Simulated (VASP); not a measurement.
VASP 6.6.1 run: ZnS

INCAR

```
LWAVE = .FALSE.
LCHARG = .FALSE.
IBRION = -1
PREC = Accurate
SIGMA = 0.3
ENCUT = 520
NBANDS = 16
NSW = 0
GGA = PE
EDIFF = 1E-7
ISMEAR = -4
ISIF = 2
LASPH = .TRUE.
LREAL = .FALSE.
NELM = 120
```

KPOINTS

```
KPOINTS created by Atomic Simulation Environment
0
Monkhorst-Pack
8 8 8
0 0 0
```

POSCAR

```
Zn S
 1.0000000000000000
     0.0000000000000000    2.6940858314999998    2.6671449732000001
     2.6940858314999998    0.0000000000000000    2.6671449732000001
     2.6940858314999998    2.6940858314999998    0.0000000000000000
 Zn  S
   1   1
Cartesian
  0.0000000000000000  0.0000000000000000  0.0000000000000000
  1.3470429157499999  1.3470429157499999  1.3335724865999998
```

The recommended PBE PAW datasets give the neutral cell 18 valence electrons.

Command

```
mpirun -np 1 vasp_std
```

How does this run end, and what does it give?

It converged. Results: gap between bands v and c on the k mesh 2.52 eV; least direct gap on the k mesh 2.52 eV; pressure 3.3 GPa. Band v is the last that the valence electrons fill when counted band by band, and c is the next.

OSZICAR

```
N       E                     dE             d eps       ncg     rms          rms(c)
DAV:   1     0.896097435245E+02    0.89610E+02   -0.90292E+03  4648   0.137E+03
DAV:   2    -0.138986167121E+01   -0.91000E+02   -0.85389E+02  5264   0.261E+02
DAV:   3    -0.720264140669E+01   -0.58128E+01   -0.57884E+01  5744   0.645E+01
DAV:   4    -0.726292140629E+01   -0.60280E-01   -0.60267E-01  5728   0.676E+00
DAV:   5    -0.726361254901E+01   -0.69114E-03   -0.69113E-03  5808   0.694E-01    0.713E+00
DAV:   6    -0.685675708025E+01    0.40686E+00   -0.73635E-01  7048   0.304E+01    0.555E+00
DAV:   7    -0.683577272893E+01    0.20984E-01   -0.25714E-01  5624   0.462E+00    0.279E+00
DAV:   8    -0.683504433879E+01    0.72839E-03   -0.52798E-03  5984   0.939E-01    0.735E-01
DAV:   9    -0.683526224313E+01   -0.21790E-03   -0.13028E-03  5800   0.285E-01    0.955E-02
DAV:  10    -0.683542850428E+01   -0.16626E-03   -0.22735E-04  5840   0.113E-01    0.377E-02
DAV:  11    -0.683542077931E+01    0.77250E-05   -0.28040E-05  5472   0.467E-02    0.785E-03
DAV:  12    -0.683542113507E+01   -0.35576E-06   -0.28921E-06  6096   0.144E-02    0.368E-03
DAV:  13    -0.683542151868E+01   -0.38360E-06   -0.71407E-07  5752   0.532E-03    0.252E-03
DAV:  14    -0.683542145813E+01    0.60547E-07   -0.33977E-08  5120   0.352E-03
   1 F= -.68354215E+01 E0= -.68354215E+01  d E =0.000000E+00
```

The shifted mesh misses Γ, so a band edge there is missed.

For comparison, a separate PBE run of the intended cell, on usual settings and not on those above, gives a gap of 2.17 eV on its mesh and a pressure of 3.3 GPa.
